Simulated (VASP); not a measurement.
# Ge8H3 in VASP: settings compared

The runs below take Ge8H3 through relaxation of the atoms, single point, with PBE+D3(BJ), PBE, RPBE.

All numbers are computed with VASP 6.6.1; they aren't measurements. Logs are shortened: lines on timing, memory, paths and dates and some standing lists are left out, and cuts for length are marked.

## 1. The structure

The cell holds a slab with vacuum, 66 atoms: a = 11.316 Å, b = 11.316 Å, c = 23.742 Å, α = 90.00°, β = 90.00°, γ = 90.00°.

The cell was built by a generator and needn't be a form met in nature.

## 2. Relaxation of the atoms, PBE+D3(BJ)

Input file INCAR:

```
PREC = Accurate ; ENCUT = 400
EDIFF = 1E-7 ; ISMEAR = 0
SIGMA = 0.05 ; LREAL = Auto
LASPH = T ; NELM = 80
ALGO = Normal ; ISIF = 2
LWAVE = F ; LCHARG = F
GGA = PE ; IVDW = 12
IBRION = 2 ; NSW = 120
EDIFFG = -0.03 ; ISYM = 0
NCORE = 4
```

Input file KPOINTS:

```
regular mesh
0
Gamma
  1 1 1
```

Input file POSCAR:

```
Ge8H3
1.0
    8.0016203359      8.0016203359      0.0000000000
   -8.0016203359      8.0016203359      0.0000000000
    0.0000000000      0.0000000000     23.7419000000
Ge H
48 18
Selective dynamics
Direct
    0.7005149941      0.2994850059      0.4246458792  T T T
    0.7994850059      0.7005149941      0.4246458792  T T T
    0.0494850059      0.9505149941      0.4385453565  T T T
    0.2994850059      0.2005149941      0.4246458792  T T T
    0.9505149941      0.5494850059      0.4524448338  T T T
    0.2005149941      0.7994850059      0.4385453565  T T T
    0.4505149941      0.0494850059      0.4524448338  T T T
    0.5494850059      0.4505149941      0.4524448338  T T T
    0.8750000000      0.3750000000      0.3831791053  T T T
    0.8750000000      0.8750000000      0.3831791053  T T T
    0.1250000000      0.1250000000      0.3831791053  T T T
    0.3750000000      0.3750000000      0.3831791053  T T T
    0.1250000000      0.6250000000      0.3831791053  T T T
    0.3750000000      0.8750000000      0.3831791053  T T T
    0.6250000000      0.1250000000      0.3831791053  T T T
    0.6250000000      0.6250000000      0.3831791053  T T T
    0.0000000000      0.2500000000      0.3236008913  T T T
    0.0000000000      0.7500000000      0.3236008913  T T T
    0.2500000000      0.0000000000      0.3236008913  T T T
    0.5000000000      0.2500000000      0.3236008913  T T T
    0.2500000000      0.5000000000      0.3236008913  T T T
    0.5000000000      0.7500000000      0.3236008913  T T T
    0.7500000000      0.0000000000      0.3236008913  T T T
    0.7500000000      0.5000000000      0.3236008913  T T T
    0.8750000000      0.1250000000      0.2640226772  T T T
    0.8750000000      0.6250000000      0.2640226772  T T T
    0.1250000000      0.8750000000      0.2640226772  T T T
    0.3750000000      0.1250000000      0.2640226772  T T T
    0.1250000000      0.3750000000      0.2640226772  T T T
    0.3750000000      0.6250000000      0.2640226772  T T T
    0.6250000000      0.8750000000      0.2640226772  T T T
    0.6250000000      0.3750000000      0.2640226772  T T T
    0.7500000000      0.2500000000      0.2044444632  T T T
    0.7500000000      0.7500000000      0.2044444632  T T T
    0.0000000000      0.0000000000      0.2044444632  T T T
    0.2500000000      0.2500000000      0.2044444632  T T T
    0.0000000000      0.5000000000      0.2044444632  T T T
    0.2500000000      0.7500000000      0.2044444632  T T T
    0.5000000000      0.0000000000      0.2044444632  T T T
    0.5000000000      0.5000000000      0.2044444632  T T T
    0.8750000000      0.3750000000      0.1448662491  F F F
    0.8750000000      0.8750000000      0.1448662491  F F F
    0.1250000000      0.1250000000      0.1448662491  F F F
    0.3750000000      0.3750000000      0.1448662491  F F F
    0.1250000000      0.6250000000      0.1448662491  F F F
    0.3750000000      0.8750000000      0.1448662491  F F F
    0.6250000000      0.1250000000      0.1448662491  F F F
    0.6250000000      0.6250000000      0.1448662491  F F F
    0.9510221023      0.2989778977      0.1052990704  F F F
    0.7989778977      0.4510221023      0.1052990704  F F F
    0.9510221023      0.7989778977      0.1052990704  F F F
    0.7989778977      0.9510221023      0.1052990704  F F F
    0.2010221023      0.0489778977      0.1052990704  F F F
    0.0489778977      0.2010221023      0.1052990704  F F F
    0.4510221023      0.2989778977      0.1052990704  F F F
    0.2989778977      0.4510221023      0.1052990704  F F F
    0.2010221023      0.5489778977      0.1052990704  F F F
    0.0489778977      0.7010221023      0.1052990704  F F F
    0.4510221023      0.7989778977      0.1052990704  F F F
    0.2989778977      0.9510221023      0.1052990704  F F F
    0.7010221023      0.0489778977      0.1052990704  F F F
    0.5489778977      0.2010221023      0.1052990704  F F F
    0.7010221023      0.5489778977      0.1052990704  F F F
    0.5489778977      0.7010221023      0.1052990704  F F F
    0.2334392888      0.7665607112      0.4981484437  T T T
    0.0165607112      0.9834392888      0.4981484437  T T T
```

Potentials or basis: VASP PAW PBE potentials, release 64 (Ge_d, H).

On the command line:

```console
> cat potpaw_PBE.64/Ge_d/POTCAR potpaw_PBE.64/H/POTCAR > POTCAR
> mpirun -np 8 vasp_gam > vasp.out
```

OUTCAR:

```text
PREC = Accurate
   ENCUT = 400
   EDIFF = 1E-7
   ISMEAR = 0
   LREAL = Auto
   LASPH = T
   NELM = 80
   ISIF = 2
   GGA = PE
   IVDW = 12
   IBRION = 2
   NSW = 120
   EDIFFG = -0.03
   ISYM = 0
 IVDW          = 12

 ion  position               nearest neighbor table
   1  0.701  0.299  0.425-   9 2.37  15 2.37   8 2.51
   2  0.799  0.701  0.425-  10 2.37  16 2.37   5 2.51
   3  0.049  0.951  0.439-  66 1.51   6 2.42  11 2.52  10 2.52
   4  0.299  0.201  0.425-  11 2.37  12 2.37   7 2.51
   5  0.951  0.549  0.452-   2 2.51   9 2.71  13 2.71
   6  0.201  0.799  0.439-  65 1.51   3 2.42  14 2.52  13 2.52
   7  0.451  0.049  0.452-   4 2.51  14 2.71  15 2.71
   8  0.549  0.451  0.452-   1 2.51  12 2.71  16 2.71
   9  0.875  0.375  0.383-   1 2.37  17 2.45  24 2.45   5 2.71
  10  0.875  0.875  0.383-   2 2.37  18 2.45  23 2.45   3 2.52
  11  0.125  0.125  0.383-   4 2.37  17 2.45  19 2.45   3 2.52
  12  0.375  0.375  0.383-   4 2.37  20 2.45  21 2.45   8 2.71
  13  0.125  0.625  0.383-  18 2.45  21 2.45   6 2.52   5 2.71
  14  0.375  0.875  0.383-  19 2.45  22 2.45   6 2.52   7 2.71
[... 35 lines left out ...]
  50  0.799  0.451  0.105-  41 1.54
  51  0.951  0.799  0.105-  42 1.54
  52  0.799  0.951  0.105-  42 1.54
  53  0.201  0.049  0.105-  43 1.54
  54  0.049  0.201  0.105-  43 1.54
[... 10 lines left out ...]
  65  0.233  0.767  0.498-   6 1.51
  66  0.017  0.983  0.498-   3 1.51

IMPORTANT INFORMATION: All symmetrisations will be switched off!
NOSYMM: (Re-)initialisation of all symmetry stuff for point group C_1.

----------------------------------------------------------------------------------------

                                     Primitive cell

  volume of cell :    3040.1944

  direct lattice vectors                    reciprocal lattice vectors
     8.001620336  8.001620336  0.000000000     0.062487344  0.062487344  0.000000000
    -8.001620336  8.001620336  0.000000000    -0.062487344  0.062487344  0.000000000
     0.000000000  0.000000000 23.741900000     0.000000000  0.000000000  0.042119628

  length of vectors
    11.316000000 11.316000000 23.741900000     0.088370449  0.088370449  0.042119628

  position of ions in fractional coordinates (direct lattice)
     0.700514994  0.299485006  0.424645879
     0.799485006  0.700514994  0.424645879
     0.049485006  0.950514994  0.438545357
     0.299485006  0.200514994  0.424645879
     0.950514994  0.549485006  0.452444834
     0.200514994  0.799485006  0.438545357
[... 58 lines left out ...]
     0.233439289  0.766560711  0.498148444
     0.016560711  0.983439289  0.498148444

  ion indices of the primitive-cell ions
   primitive index   ion index
                 1           1
                 2           2
                 3           3
                 4           4
                 5           5
                 6           6
[... 58 lines left out ...]
                65          65
                66          66

----------------------------------------------------------------------------------------

 KPOINTS: regular mesh

Automatic generation of k-mesh.
 Grid dimensions read from file:
 generate k-points for:    1    1    1

 Generating k-lattice:

  Cartesian coordinates                     Fractional coordinates (reciprocal lattice)
     0.062487344  0.062487344  0.000000000     1.000000000  0.000000000  0.000000000
    -0.062487344  0.062487344  0.000000000     0.000000000  1.000000000  0.000000000
     0.000000000  0.000000000  0.042119628     0.000000000  0.000000000  1.000000000

  Length of vectors
     0.088370449  0.088370449  0.042119628

  Shift w.r.t. Gamma in fractional coordinates (k-lattice)
     0.000000000  0.000000000  0.000000000

 Subroutine IBZKPT returns following result:
 ===========================================

 Found      1 irreducible k-points:

 Following reciprocal coordinates:
            Coordinates               Weight
  0.000000  0.000000  0.000000      1.000000
[... 38 lines left out ...]
  Thomas-Fermi vector in A             =   2.130832
   LORBIT       =      0    0 simple, 1 ext, 2 COOP (PROOUT), +10 PAW based schemes
   GGA     = PE    functional components
   LHFCALC =     F    Hartree Fock is set to
   AEXX    =    0.0000 exact exchange contribution
   IVDW    =    12    specifies the selected vdW correction
   LEPSILON=     F    determine dielectric tensor
   LRPA    =     F    only Hartree local field effects (RPA)
 conjugate gradient relaxation of ions
 non-spin polarized calculation
 Gauss-broadening in eV      SIGMA  =   0.05
  energy-cutoff  :      400.00
  volume of cell :     3040.19
 maximum number of plane-waves:     27645
 NGX is ok and might be reduce to    80
   NGX = 37   NGY = 37   NGZ = 77

--------------------------------------- Ionic step        1  -------------------------------------------

 number of electron     689.9999400 magnetization

 Free energy of the ion-electron system (eV)
  ---------------------------------------------------
  ext. energy  EPLUGINS =         0.00000000
  ---------------------------------------------------
  free energy    TOTEN  =      -262.63915147 eV

  energy without entropy =     -262.59910758  energy(sigma->0) =     -262.61912953

------------------------ aborting loop because EDIFF is reached ----------------------------------------

 Edisp (eV)  -11.66067

 E8    (eV) :    -5.2436

  FORCE on cell =-STRESS in cart. coord.  units (eV):
  Direction    XX          YY          ZZ          XY          YZ          ZX
  --------------------------------------------------------------------------------------
  -------------------------------------------------------------------------------------
  Total      23.45165     8.12882    -0.07162     0.00000     0.00000     1.89815
  in kB      12.35898     4.28387    -0.03774     0.00000     0.00000     1.00032
  external pressure =        5.54 kB  Pullay stress =        0.00 kB
[... 289 lines left out ...]
  FREE ENERGIE OF THE ION-ELECTRON SYSTEM (eV)
  ---------------------------------------------------
  free  energy   TOTEN  =      -275.2755275010 eV

  energy  without entropy=     -275.2755031391  energy(sigma->0) =     -275.27551532

[... ionic steps 4 to 17 ...]

--------------------------------------- Ionic step       18  -------------------------------------------

 number of electron     689.9999940 magnetization

------------------------ aborting loop because EDIFF is reached ----------------------------------------

 Edisp (eV)  -11.57508

 E8    (eV) :    -5.2006
[... 197 lines left out ...]
  energy  without entropy=     -276.0499313078  energy(sigma->0) =     -276.04993131

--------------------------------------- Ionic step       20  -------------------------------------------

 number of electron     689.9999930 magnetization

 Free energy of the ion-electron system (eV)
  ---------------------------------------------------
  ext. energy  EPLUGINS =         0.00000000
  ---------------------------------------------------
  free energy    TOTEN  =      -264.47486323 eV

  energy without entropy =     -264.47486322  energy(sigma->0) =     -264.47486322

 E-fermi :  -1.1482     XC(G=0):  -4.3815

 val. band max:       -1.3600109944   @ k =   0.0000   0.0000   0.0000
 cond. band min:      -0.9364876534   @ k =   0.0000   0.0000   0.0000
 fundamental gap:      0.4235233410
 Fermi energy:        -1.1481617515

 k-point     1 :       0.0000    0.0000    0.0000
  band No.  band energies     occupation
      1     -25.9640      2.00000
      2     -25.9269      2.00000
      3     -25.9269      2.00000
      4     -25.8994      2.00000
      5     -25.8841      2.00000
      6     -25.8726      2.00000
[... 349 lines left out ...]
    356       0.6395      0.00000
    357       0.6883      0.00000
 [bands above 357 left out]

------------------------ aborting loop because EDIFF is reached ----------------------------------------

 Edisp (eV)  -11.57618

 E8    (eV) :    -5.2011

  FORCE on cell =-STRESS in cart. coord.  units (eV):
  Direction    XX          YY          ZZ          XY          YZ          ZX
  --------------------------------------------------------------------------------------
  -------------------------------------------------------------------------------------
  Total      15.13376     8.86577    -4.05581     0.00004     0.00001     0.70653
  in kB       7.97546     4.67225    -2.13741     0.00002     0.00001     0.37234
  external pressure =        3.50 kB  Pullay stress =        0.00 kB
[... 81 lines left out ...]
  FREE ENERGIE OF THE ION-ELECTRON SYSTEM (eV)
  ---------------------------------------------------
  free  energy   TOTEN  =      -276.0510436245 eV

  energy  without entropy=     -276.0510436235  energy(sigma->0) =     -276.05104362

 reached required accuracy - stopping structural energy minimisation
```

It took 57 min on 8 MPI ranks of Intel Xeon 6975P-C (Granite Rapids), shared host; peak memory 0.44 GiB.

Results:

```yaml
Free_energy: -276.0510 eV
Energy_gained_by_relaxing: 26.5 meV/atom
Ionic_steps: 20
Band_gap_on_the_k_mesh: 0.42 eV, direct
Dispersion_energy_per_atom: -0.175 eV
```

Step by step:
```tsv
step	energy change (eV)	largest force (eV/Å)	pressure (GPa)
1	0.0000	1.5867	0.55
2	-0.7876	0.9190	0.43
3	-0.9757	1.3811	0.39
4	-1.3504	0.6714	0.37
5	-1.3735	0.8764	0.37
6	-1.5379	0.3984	0.35
7	-1.5750	0.5000	0.35
8	-1.6641	0.3067	0.35
9	-1.6733	0.5487	0.35
10	-1.7057	0.2272	0.35
11	-1.7057	0.2256	0.35
12	-1.7248	0.2088	0.35
13	-1.7277	0.2196	0.35
14	-1.7427	0.2381	0.36
15	-1.7438	0.2471	0.36
16	-1.7481	0.2584	0.35
17	-1.7482	0.2572	0.35
18	-1.7501	0.2563	0.35
19	-1.7501	0.2564	0.35
20	-1.7512	0.2531	0.35
```

Levels at points of the mesh, in eV from the valence-band top:
```tsv
k point	band 343	band 344	band 345	band 346	band 347	band 348
(0.00, 0.00, 0.00)	-0.26	-0.22	0.00	0.42	0.86	1.03
```

[end of part 1 of 2]
